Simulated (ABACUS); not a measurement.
Crystal: MnS.

```xyz
2
Lattice="-2.6045 0.0000 2.6045 0.0000 2.6045 2.6045 -2.6045 2.6045 0.0000" Properties=species:S:1:pos:R:3 pbc="T T T"
Mn    0.0000    0.0000    0.0000
S    -2.6045    2.6045    2.6045
```

```yaml
Program: ABACUS 3.10.1
Task: relaxation of cell and atoms
Functional: LDA
Potentials_or_basis: PseudoDojo NC SR 0.4.1 LDA stringent
Cutoff: 1782 eV
Density_cutoff: 7129 eV
Basis: plane waves
k_mesh: 7 × 7 × 7
Occupations: fermi-dirac, width 0.05 eV
Spin: collinear spin, ferromagnetic start
Starting_moments: "[4.0, 0.0] μB"
```

At the start: pressure -12.2 GPa; volume 17.67 Å³/atom.

Task: How do energy, volume and symmetry change on relaxing?

Result: Over 7 steps the energy falls by 211.0 meV/atom and the volume is 13.42 Å³/atom (-24.1 %); space group Fm-3m (No. 225, to 0.05 Å); moment 3.26 μB per cell.

Step by step:
| step | energy change (eV) | largest force (eV/Å) | pressure (GPa) | volume (Å³) |
| --- | --- | --- | --- | --- |
| 1 | 0.0000 | 0.0000 | -12.20 | 35.33 |
| 2 | -0.3871 | 0.0000 | -6.52 | 28.67 |
| 3 | -0.2796 | 0.0000 | 16.58 | 23.83 |
| 4 | -0.4216 | 0.0000 | -0.57 | 27.05 |
| 5 | -0.3957 | 0.0000 | 6.77 | 25.41 |
| 6 | -0.4149 | 0.0000 | -2.90 | 27.75 |
| 7 | -0.4220 | 0.0000 | -0.04 | 26.83 |

Final structure:
```xyz
2
Lattice="-2.3762 0.0000 2.3762 0.0000 2.3762 2.3762 -2.3762 2.3762 0.0000" Properties=species:S:1:pos:R:3 pbc="T T T"
Mn    0.0000    0.0000    0.0000
S    -2.3762    2.3762    2.3762
```

Caveat: the volume moved by over 15 % at a fixed basis, so the end points are rough; the volume moved by -24 % from the deposited cell, more than functionals usually miss; a cell with one magnetic atom can't hold antiferromagnetic order, which such compounds often take.
